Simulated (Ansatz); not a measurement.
# 1T-FeClI monolayer in a perpendicular field

Wanted: the out-of-plane response of the 1T-FeClI monolayer. A positive field points along +c.

Calculated with Ansatz 0.2.0; plane-wave DFT, PBE-D3(BJ), Ansatz PAW.

### Step 1. Starting point

The cell holds 3 atoms: 1 I, 1 Fe and 1 Cl. Cell: a = 3.604 Å, b = 3.604 Å, c = 36.229 Å, α = 90.0°, β = 90.0°, γ = 120.0°. Vacuum lies along c.

### Step 2. Relaxing the slab

The starting cell is a guess, so the in-plane lattice and the atoms are relaxed first, with the slab cut off from its images along the normal.

Contents of input.yaml:

```yaml
crystal:
  lattice:
    - [3.603982, 0.0, 0.0]
    - [-1.801991, 3.1211399668, 0.0]
    - [0.0, 0.0, 36.2293845382]
  atoms:
    - { symbol: I, position: [0.6666666667, 0.3333333333, 0.46371199] }
    - { symbol: Fe, position: [0.0, 0.0, 0.509628601], spin: 4.0 }
    - { symbol: Cl, position: [0.3333333333, 0.6666666667, 0.53628801] }
  periodic: [true, true, false]
magnetization:
  spin_polarized: true
kpoints:
  mp_grid: { grid: [12, 12, 1] }
hamiltonian:
  xc: pbe
  dispersion: d3bj
scf:
  occupations: { method: fermi_dirac, width: 0.05 }
  convergence: { dr2_threshold: 1.0e-09 }
relax:
  f_tol: 0.004
  max_steps: 90
  cell: {}
output:
  write_potential: true
  write_density: true
  volumetric_format: npy
```

On the command line:

```sh
> ansatz run input.yaml --threads 2 --pin off --max-ram 3072MiB --backend cpu --events-out ev --progress --plain --runs-dir out
```

Numbers of over 12 decimals in the logs are rounded to 6 here.

The program printed:

```text
Warning: relax.cell: scf.convergence.dr2_threshold = 1e-9 eV is looser than the 1.88086177887e-10 eV advised for a relaxation that steers and ends on the stress (1e-10 eV for each atom of the cell: 3, times the square of relax.cell.stress_2d_tol = 0.05 N/m over 12.6 Å (the atoms' height at the walk's start and 5 Å past either face), 3.959e-2 GPa, over a crystal's default 0.05). What an SCF threshold leaves in a stress goes as its square root, and in the free energy as the threshold itself, and one threshold admits the most on a small cell: [figures from the program's tests cut] Set scf.convergence.dr2_threshold to 1.88086177887e-10 eV or tighter. [rest of the remark cut]
Engine: ansatz 0.2.0, x86_64-unknown-linux-gnu
Pseudopotentials: kind: paw
Pseudopotential: I, paw, valence charge 17, recommended cutoff 420 eV (normal), I.paw.azcp
Pseudopotential: Fe, paw, valence charge 16, recommended cutoff 420 eV (normal), Fe.paw.azcp
Pseudopotential: Cl, paw, valence charge 7, recommended cutoff 420 eV (normal), Cl.paw.azcp
Functional definition: PBE
  parameter kappa = 0.804
  parameter beta = 0.066725
  exchange = pbe_x(kappa = kappa, mu = beta*pi^2/3)
  correlation = pbe_c(beta = beta)
Crystal: 3 atoms, lattice volume = 407.527 Å³
Basis set: ecut = 420 eV, 7861 PW (Γ), exchange–correlation on 50×50×486 points (8 copies of the dense FFT grid, shifted against one another)
Bands: 27, of which v1, the nominal top of the filled ones, is band 20 counted from 1 (19 counted from 0)
Symmetry: 6 space group operations
Space group: P3m1 (ITA 156), of the structure as read, at distance tolerance 7.4e-5 Å
Magnetic group: BNS 156.49 (UNI 1279), of the structure as read, at distance tolerance 7.4e-5 Å
k-points: 19 of 144 (time reversal used)
Non-local potential: I, projectors of the file, l = 0: 2, l = 1: 2, l = 2: 2, l = 3: 2
Non-local potential: Fe, projectors of the file, l = 0: 3, l = 1: 2, l = 2: 3, l = 3: 1
Non-local potential: Cl, projectors of the file, l = 0: 2, l = 1: 2, l = 2: 2
PAW form: soft (Blöchl's): semilocal exchange-correlation on the pseudo side does not see the compensation charge
PAW one-centre angular grid: I, 590 points (default); XC on 64 Gauss nodes
PAW one-centre angular grid: Fe, 590 points (default); XC on 64 Gauss nodes
PAW one-centre angular grid: Cl, 110 points (default); XC on 64 Gauss nodes
Initial density: superposition of atomic densities (neutral atoms: chi_scale 0, normalization atom)
Starting moments: Σ|m| = 4 μB on 1 of 3 sites
Initial wavefunctions: pseudopotential atomic-orbital guess
Functional: x = pbe(κ = 0.804, μ = 0.219515), c = pbe(β = 0.066725)
iter 1 solved again at ethr=1.04e-3 eV; its pass at ethr=3.10e-3 eV (dr2=4.18e-1 eV) is discarded
SCF iter   1: F=—  HF=-13073.192615 eV  |F-HF|=—  |Δ(HF+E_count)|=         —  Δρ=6.82e-3 (↑5.65e-3 ↓6.82e-3)  dr2=4.25e-1  dr2_m=5.63e-2  M=3.999 μB ∫|m|=4.012 μB  β_m=0.30  ethr=1.04e-3  ⟨swp⟩=1.5  Hψ=10908  notcnv=0
Mixer restart at iter 1: flushing history
preconditioner: auto → LDOS  [metal: Δε(μ)=0.049 eV  Ē_g=10.541 eV  σ=0.050 eV  W_gap=0.24  n_scr=20 (ndim 8)  ℏωp=8.6 eV  f_vac=0.816  D(μ)=1.75/eV (n_scr^D=10)]
spin=Collinear: LDOS preconditioning applied to the charge; magnetization (m = ρ↑ − ρ↓) channel mixes plain (no charge-response kernel on spin).
SCF iter   2: F=—  HF=-13073.508024 eV  |F-HF|=—  |Δ(HF+E_count)|=   3.15e-1  Δρ=4.77e-3 (↑4.27e-3 ↓4.77e-3)  dr2=1.33e-1  dr2_m=3.73e-2  M=3.996 μB ∫|m|=4.010 μB  β_m=0.43  ethr=1.04e-3  ⟨swp⟩=5.0  Hψ=2583  notcnv=0  defer=16
SCF iter   3: F=—  HF=-13073.866813 eV  |F-HF|=—  |Δ(HF+E_count)|=         —  Δρ=5.39e-3 (↑5.39e-3 ↓4.51e-3)  dr2=3.80e-2  dr2_m=7.70e-2  M=3.843 μB ∫|m|=3.862 μB  β_m=0.43  ethr=3.33e-4  ⟨swp⟩=4.6  Hψ=2646  notcnv=0  defer=58
SCF iter   4: F=—  HF=-13073.915207 eV  |F-HF|=—  |Δ(HF+E_count)|=         —  Δρ=3.87e-3 (↑3.87e-3 ↓3.47e-3)  dr2=9.39e-3  dr2_m=4.43e-2  M=3.825 μB ∫|m|=3.847 μB  β_m=0.43  ethr=9.51e-5  ⟨swp⟩=2.8  Hψ=1761  notcnv=0  defer=60
SCF iter   5: F=—  HF=-13073.949111 eV  |F-HF|=—  |Δ(HF+E_count)|=   3.39e-2  Δρ=2.69e-3 (↑2.69e-3 ↓2.46e-3)  dr2=4.20e-3  dr2_m=2.19e-2  M=3.811 μB ∫|m|=3.836 μB  β_m=0.71  ethr=2.35e-5  ⟨swp⟩=2.9  Hψ=1942  notcnv=0  defer=60
SCF iter   6: F=—  HF=-13073.971572 eV  |F-HF|=—  |Δ(HF+E_count)|=   2.25e-2  Δρ=4.17e-4 (↑1.98e-4 ↓4.17e-4)  dr2=5.09e-4  dr2_m=2.71e-4  M=3.766 μB ∫|m|=3.797 μB  β_m=0.72  ethr=1.05e-5  ⟨swp⟩=3.3  Hψ=2468  notcnv=0  defer=61
SCF iter   7: F=—  HF=-13073.971922 eV  |F-HF|=—  |Δ(HF+E_count)|=   3.50e-4  Δρ=1.30e-4 (↑1.30e-4 ↓9.45e-5)  dr2=1.29e-4  dr2_m=2.15e-5  M=3.765 μB ∫|m|=3.796 μB  β_m=0.78  ethr=1.27e-6  ⟨swp⟩=3.3  Hψ=2371  notcnv=0  defer=61
SCF iter   8: F=—  HF=-13073.972058 eV  |F-HF|=—  |Δ(HF+E_count)|=   1.36e-4  Δρ=4.09e-5 (↑4.09e-5 ↓3.91e-5)  dr2=1.22e-5  dr2_m=2.30e-6  M=3.766 μB ∫|m|=3.797 μB  β_m=0.81  ethr=3.23e-7  ⟨swp⟩=2.4  Hψ=1647  notcnv=0  defer=61
SCF iter   9: F=—  HF=-13073.972071 eV  |F-HF|=—  |Δ(HF+E_count)|=   1.34e-5  Δρ=1.92e-5 (↑1.92e-5 ↓1.87e-5)  dr2=5.07e-6  dr2_m=2.06e-7  M=3.767 μB ∫|m|=3.797 μB  β_m=0.68  ethr=3.04e-8  ⟨swp⟩=3.1  Hψ=2260  notcnv=0  defer=61
SCF iter  10: F=—  HF=-13073.972071 eV  |F-HF|=—  |Δ(HF+E_count)|=   9.22e-8  Δρ=5.31e-6 (↑2.82e-6 ↓5.31e-6)  dr2=1.38e-7  dr2_m=3.16e-8  M=3.766 μB ∫|m|=3.797 μB  β_m=0.75  ethr=1.27e-8  ⟨swp⟩=3.7  Hψ=2287  notcnv=0  defer=61
SCF iter  11: F=—  HF=-13073.972072 eV  |F-HF|=—  |Δ(HF+E_count)|=   2.49e-7  Δρ=1.62e-6 (↑8.32e-7 ↓1.62e-6)  dr2=4.86e-9  dr2_m=3.92e-9  M=3.766 μB ∫|m|=3.797 μB  β_m=0.76  ethr=3.46e-10  ⟨swp⟩=3.3  Hψ=2211  notcnv=0  defer=61
SCF iter  12: F=—  HF=-13073.972072 eV  |F-HF|=—  |Δ(HF+E_count)|=   3.06e-8  Δρ=3.62e-7 (↑3.16e-7 ↓3.62e-7)  dr2=7.06e-10  dr2_m=3.05e-10  M=3.766 μB ∫|m|=3.797 μB  β_m=0.81  ethr=1.22e-11  ⟨swp⟩=3.2  Hψ=2175  notcnv=0  defer=61
SCF iter  13: F=-13073.972072 eV  HF=-13073.972072 eV  |F-HF|=1.27e-9  |Δ(HF+E_count)|=   7.46e-9  Δρ=1.69e-7 (↑8.42e-8 ↓1.69e-7)  dr2=1.62e-10  dr2_m=3.30e-11  M=3.766 μB ∫|m|=3.797 μB  ethr=1.76e-12  ⟨swp⟩=7.6  Hψ=7210  notcnv=0
SCF 1 converged in 13 iterations: F = -13073.972072 eV  dr2 = 1.62e-10
  greatest PAW one-centre occupation: 1.004 electrons in one spin orbital (limit 2), on the Fe atom at site 1 (counted from 0), in its partial waves of l = 1
relax step   1: F+E_penalty+E_count = -13073.97207158 eV  Δ(F+E_penalty+E_count) = +0.000e0 eV  max|allowed force component| = 2.136e0 eV/Å  Δτ_max = 0.0000 Å  P = +7.111 N/m  Ω = 407.527 Å³  fix = [c, alpha, beta]  reactions: c +0.000 N/m  (13 SCF iters, accepted)
[...]
SCF iter   4: F=—  HF=-13074.641990 eV  |F-HF|=—  |Δ(HF+E_count)|=   3.84e-4  Δρ=4.35e-6 (↑4.35e-6 ↓3.46e-6)  dr2=1.46e-7  dr2_m=6.59e-9  M=3.999 μB ∫|m|=4.028 μB  β_m=0.60  ethr=2.42e-9  ⟨swp⟩=3.5  Hψ=2378  notcnv=0  defer=14
SCF iter   5: F=—  HF=-13074.642014 eV  |F-HF|=—  |Δ(HF+E_count)|=   2.33e-5  Δρ=9.33e-7 (↑9.33e-7 ↓8.01e-7)  dr2=6.53e-9  dr2_m=3.19e-10  M=3.999 μB ∫|m|=4.028 μB  β_m=0.64  ethr=3.66e-10  ⟨swp⟩=2.8  Hψ=1856  notcnv=0  defer=15
SCF iter   6: F=—  HF=-13074.642080 eV  |F-HF|=—  |Δ(HF+E_count)|=   6.62e-5  Δρ=7.73e-7 (↑7.73e-7 ↓3.90e-7)  dr2=8.07e-9  dr2_m=5.31e-10  M=3.999 μB ∫|m|=4.028 μB  β_m=0.64  ethr=1.63e-11  ⟨swp⟩=4.9  Hψ=2977  notcnv=0  defer=32
SCF iter   7: F=—  HF=-13074.642080 eV  |F-HF|=—  |Δ(HF+E_count)|=   1.83e-7  Δρ=5.27e-7 (↑5.27e-7 ↓2.76e-7)  dr2=2.35e-9  dr2_m=3.70e-10  M=3.999 μB ∫|m|=4.028 μB  β_m=0.82  ethr=1.63e-11  ⟨swp⟩=2.0  Hψ=1342  notcnv=0  defer=32
iter 8 met the thresholds in force, and the SCF goes on: an eigenvalue changes by 3.48 meV, over its tolerance of 0.05 meV (output.eigenvalues, Limitations)
SCF iter   8: F=-13074.642080 eV  HF=-13074.642080 eV  |F-HF|=1.15e-9  |Δ(HF+E_count)|=   6.76e-8  Δρ=1.30e-7 (↑8.13e-8 ↓1.30e-7)  dr2=1.74e-10  dr2_m=9.73e-12  M=3.999 μB ∫|m|=4.028 μB  β_m=0.75  ethr=2.50e-12  ⟨swp⟩=22.2  Hψ=8140  notcnv=0
iter 9 met the thresholds in force, and the SCF goes on: an eigenvalue changes by 2.48 meV, over its tolerance of 0.05 meV (output.eigenvalues, Limitations)
SCF iter   9: F=-13074.642080 eV  HF=-13074.642080 eV  |F-HF|=6.84e-10  |Δ(HF+E_count)|=  5.20e-10  Δρ=3.23e-8 (↑3.23e-8 ↓2.50e-8)  dr2=6.38e-12  dr2_m=2.33e-12  M=3.999 μB ∫|m|=4.028 μB  β_m=1.00  ethr=1.00e-12  ⟨swp⟩=6.8  Hψ=5697  notcnv=0
Mixer restart at iter 9: flushing history
iter 10 met the thresholds in force, and the SCF goes on: an eigenvalue changes by 0.10 meV, over its tolerance of 0.06 meV (output.eigenvalues, Limitations)
SCF iter  10: F=-13074.642080 eV  HF=-13074.642080 eV  |F-HF|=2.36e-10  |Δ(HF+E_count)|=  8.48e-10  Δρ=1.05e-7 (↑4.23e-8 ↓1.05e-7)  dr2=2.29e-10  dr2_m=4.83e-12  M=3.999 μB ∫|m|=4.028 μB  β_m=1.00  ethr=1.00e-12  ⟨swp⟩=8.6  Hψ=5539  notcnv=0  κ⁻¹=1.0e0(r=1)
SCF iter  11: F=-13074.642080 eV  HF=-13074.642080 eV  |F-HF|=1.06e-10  |Δ(HF+E_count)|=  1.09e-11  Δρ=1.37e-8 (↑5.46e-9 ↓1.37e-8)  dr2=6.27e-12  dr2_m=1.79e-13  M=3.999 μB ∫|m|=4.028 μB  ethr=1.00e-12  ⟨swp⟩=6.9  Hψ=5051  notcnv=0
WARN: dispersion: an atom stands within reach of a switch of its C6 between two reference coordination numbers of its element: through that C6 alone, e_disp changes by 0.025 eV or more while the distances to its neighbours run over a stretch of 0.05 Å that contains this geometry (sites counted from 0 in the run's list of atoms or, in a supercell that it derives, in that cell's: here a list of 3) — site 1 (Fe): coordination number 5.154 (about 4.87 to 5.44 with every neighbour 0.05 Å farther or nearer), switch near 5.393 between the references 1.648 (weight 1.00) and 9.138 (weight 0.00), e_disp changing by some 0.11 eV. [rest of the remark cut]
SCF 9 converged in 11 iterations: F = -13074.642080 eV  dr2 = 6.27e-12
relax step   9: F+E_penalty+E_count = -13074.64208016 eV  Δ(F+E_penalty+E_count) = -1.144e-3 eV  max|allowed force component| = 5.266e-4 eV/Å  Δτ_max = 0.0000 Å  P = +0.011 N/m  Ω = 441.731 Å³  fix = [c, alpha, beta]  reactions: c +0.000 N/m  stress off target by 1.15e-2 N/m on what of the cell is left free  SCF on the basis re-selected at this cell (its energy is not comparable with the rows above)  (11 SCF iters)
basis re-selected at this cell: Δ(F+E_penalty+E_count) = -1.144e-3 eV, ΔP = +0.010 N/m vs the last step (what re-selecting the basis moved, of the pressure what is left beyond the Pulay correction that the steps carried, after the strain that the cell walked since its last selection, with what the two solves' SCF thresholds leave and, on support functions, any second-order correction that the steps lacked; it is no measure of the basis error at this ecutwfc). The dense FFT grid was sized anew with the basis: this SCF ran on 27×27×243 points, the steps before it on 25×25×243, so part of this shift can come from that change (see relax.cell in the input reference). [rest of the remark cut]
WARN: The output density's exchange-correlation potential varies sharply where the density is thin. Do not read a vacuum level from v_tot or v_xc, or from such a field of the output density. On a cell that repeats whose density bears no net charge and no dipole along the vacuum's axis use v_es (v_loc + v_h of the components); under efield.dipole_correction with no amplitude use v_es + v_field, which holds any externa [...]
SCF converged after 11 iterations
an eigenvalue changed by more than its tolerance at an iteration that met the thresholds in force, so the SCF went on 3 times, its first undamped step at iteration 9: the last check found none over its tolerance
Magnetization: 3.9988 μB (21.9994 up, 18.0006 down)
Absolute magnetization: 4.0286 μB (∫|ρ↑−ρ↓|, with the PAW one-centre terms)
Spin contamination: 0.0163 ħ² per cell (⟨S²⟩ above its minimum at these occupations)
Per-site moments (μB) at R_I (Å): [(0.193900, 1.143872), (3.403174, 1.033943), (0.132475, 1.033943)]
Free energy (F): -13074.642080 eV
Harris-Foulkes:  -13074.642080 eV  (|F-HF|=1.06e-10)
Internal energy: -13074.621252 eV  (E = F + TS)
E sigma→0 (E₀):  -13074.631666 eV
Entropy (-TS):   -0.020828 eV (-6.943 meV/atom)
Fermi energy:    -5.060851 eV
--- Per-component energies (eV) ---
  E_band       = -1267.253108
  E_kinetic    = 691.038675
  E_local      = -95624.220459  (includes V_loc(G=0)·N_el)
  E_nonlocal   = 168.516034
  E_hartree    = 47307.320031
  E_xc         = -348.899986
  E_vxc        = -396.805483  (∫ρ·V_xc dr)
  E_paw        = -6847.384107  (= ΣΔE_a)
  E_vpaw       = -720.422627  (= ΣTr[D̂ρ^β])
  E_aug_tail   = 0.000890  (compensation charges beyond the density's cutoff)
  E_ewald      = 41579.708335
  E_disp       = -0.700664  (pairwise vdW)
  E_smearing   = -0.020828  (= −TS)
  E_closure    = -0.000000  (closes the sum)
  Σ components = -13074.642080   (vs F -13074.642080, Δ=0.00e0)
--- Forces (eV/Å), atoms counted from 1 ---
  atom   1  I      0.00000000    -0.00000000     0.00052652
  atom   2  Fe     0.00000000     0.00000000    -0.00010500
  atom   3  Cl     0.00000000     0.00000000    -0.00042186
  max |Σ_I F_I| component: 3.49e-7 eV/Å
--- 2D stress c σ (N/m, compression-positive) ---
        0.011452       0.000000      -0.000000
       -0.000000       0.011452      -0.000000
       -0.000000      -0.000000       0.000000
  P = ½ c Tr σ = 0.0115 N/m
--- Band table (eV; the first three rows and the last of 38) ---
  k-point 0 ↑: bands = [... 16 lower, -8.0873, -7.7023, -7.1764, -7.1764, -5.2488, -5.2488, -2.2310, -0.7674, ... 3 higher]
  k-point 1 ↑: bands = [... 16 lower, -8.1297, -7.7470, -7.2253, -7.1808, -5.6133, -5.3181, -2.0060, -0.6284, ... 3 higher]
  k-point 2 ↑: bands = [... 16 lower, -8.1863, -7.7610, -7.2740, -7.2247, -6.3097, -5.4761, -1.4794, -0.3885, ... 3 higher]
  k-point 18 ↓: bands = [... 16 lower, -7.8887, -4.9655, -4.8151, -4.6603, -4.0220, -3.5465, -0.5873, 0.8577, ... 3 higher]
  the weakly bound empty levels are not read free of the cell's end (no_gap_told)
--- Relaxed structure (8 steps of the walk, 8 accepted, 1 SCFs on fresh bases) ---
  F+E_penalty+E_count = -13074.64208016 eV   max|allowed force component| = 5.266e-4 eV/Å   (the final SCF, on the basis selected at the relaxed cell)
  cell:  # Å, volume = 441.7308 Å³
    - [3.752175, 0.0, 0]
    - [-1.876087, 3.249479, 0]
    - [0, 0, 36.2293845382]
  atoms:
    - { symbol: I, position: [0.666667, 0.333333, 0.459754] }
    - { symbol: Fe, position: [0, 0, 0.507536] }
    - { symbol: Cl, position: [0.333333, 0.666667, 0.542338] }
```

Wall time 3.6 min (2 threads of Intel Xeon Platinum 8375C at 2.90GHz (Ice Lake), shared host); peak memory 1 GiB; 6.9 min of CPU time.

Relaxation path:

```tsv
step	energy less that of the first step (eV)	largest force component (eV/Å)	volume (Å³)
1	0.0000	2.1363	407.53
2	-0.3869	1.0649	412.84
3	-0.6206	0.6675	427.44
4	-0.6616	0.2162	447.30
5	-0.6679	0.0603	444.81
6	-0.6688	0.0133	442.56
7	-0.6689	0.0061	441.57
8	-0.6689	0.0002	441.73
9*	-0.6700	0.0005	441.73
```

Relaxation steps marked * repeat the geometry before them on a plane-wave basis chosen anew for their cell, so energy and pressure can jump there.

The run keeps the 6 symmetry operations that it works with, so distortions that break them were not tested.

```tsv
cell as run	before	after	change
a (Å)	3.604	3.752	+4.1 %
b (Å)	3.604	3.752	+4.1 %
```

The atoms that moved most (Å, along periodic axes as changes of fractional coordinates times the final cell, across vacuum about the mean position):

```tsv
atom	dx	dy	dz	length
Cl3	0.000	0.000	0.219	0.219
I1	0.000	0.000	-0.143	0.143
Fe2	0.000	0.000	-0.076	0.076
```

The relaxed structure:

```xyz
3
Lattice="3.7522 0.0000 0.0000 -1.8761 3.2495 0.0000 0.0000 0.0000 36.2294" Properties=species:S:1:pos:R:3
I     1.8761    1.0832   16.6566
Fe    0.0000    0.0000   18.3877
Cl    0.0000    2.1663   19.6486
```

Numbers from this step:

* energy at zero smearing: -13074.6317 eV
* total moment: 3.999 μB
* site moments: 0.1939, 3.403, 0.1325 μB

Site moment by atom:

```tsv
atom	site moment (μB)
I1	0.19
Fe2	3.40
Cl3	0.13
```

The lattice constant a goes from 3.604 to 3.752 Å.

(Part 1 of 2 ends here.)

[Logs are printed without paths, hosts, clocks, repeated set-up lines and the standing remarks that a program may print on its own settings, such as how far it seeks lower states.]

[Hosts, paths, dates, database ids (printed as entryN), source tags and the programs' standing remarks are cut or masked in the printed files.]

[Maps of the electrostatic potential energy from Ansatz leave out the sawtooth potential of an applied field or a dipole correction, so their vacuum need not be flat; planar profiles and work functions include it.]
